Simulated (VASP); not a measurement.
**Cu: relaxation of cell and atoms with PBE**

Cu:

```xyz
1
Lattice="0.0000 1.8075 1.8075 1.8075 0.0000 1.8075 1.8075 1.8075 0.0000" Properties=species:S:1:pos:R:3 pbc="T T T"
Cu    0.0000    0.0000    0.0000
```

| Quantity | Value |
| --- | --- |
| Program | VASP 6.6.1 |
| Task | relaxation of cell and atoms |
| Functional | PBE |
| Potentials or basis | VASP PAW PBE potentials, release 64 (Cu) |
| Cutoff | 600 eV |
| k mesh | 18 × 18 × 18 |
| Occupations | methfessel-paxton, width 0.1 eV |
| Spin | no spin polarisation |
| Further INCAR settings | ALGO = Normal; EDIFF = 1e-06; IBRION = 2; EDIFFG = -0.01; NSW = 90; ISIF = 3 |

```yaml
Relaxed_volume: 12.01 Å³/atom
Relaxed_cell: a = 2.571 Å, b = 2.571 Å, c = 2.571 Å, α = 60.00°, β = 60.00°, γ = 60.00°
Space_group_after_relaxing_to_0.05_Å: Fm-3m (No. 225)
Energy_gained_by_relaxing: 1.6 meV/atom
Ionic_steps: 3
Pressure_after_relaxing: 0.1 GPa
Band_gap_on_the_k_mesh: none (metal or under the smearing width)
```

The path:
| step | energy change (eV) | largest force (eV/Å) | pressure (GPa) | volume (Å³) |
| --- | --- | --- | --- | --- |
| 1 | 0.0000 | 0.0000 | 2.58 | 11.81 |
| 2 | -0.0011 | 0.0000 | -1.33 | 12.14 |
| 3 | -0.0016 | 0.0000 | 0.07 | 12.01 |

Final structure:
```
Cu
1.0
     0.00000    1.81786    1.81786
     1.81786    0.00000    1.81786
     1.81786    1.81786    0.00000
Cu
1
Direct
  0.00000 0.00000 0.00000
```

Levels at points of the mesh, in eV from the Fermi level:
| k point | band 3 | band 4 | band 5 | band 6 | band 7 | band 8 | band 9 |
| --- | --- | --- | --- | --- | --- | --- | --- |
| (0.00, 0.00, 0.00) | -2.94 | -2.94 | -2.14 | -2.14 | 22.49 | 25.00 | 25.00 |
| (0.50, 0.00, 0.00) | -2.97 | -1.58 | -1.58 | -0.92 | 3.70 | 20.99 | 21.84 |
| (0.50, 0.50, 0.00) | -1.60 | -1.44 | -1.44 | 1.54 | 7.03 | 12.98 | 12.98 |

Wall time 16 s on 2 MPI ranks on Intel(R) Xeon(R) Platinum 8488C (Sapphire Rapids), with other jobs on the host, peak memory 0.13 GiB a rank.

PBE usually gives volumes a little too large and moduli too small. Zero-point motion and thermal expansion aren't in these numbers.
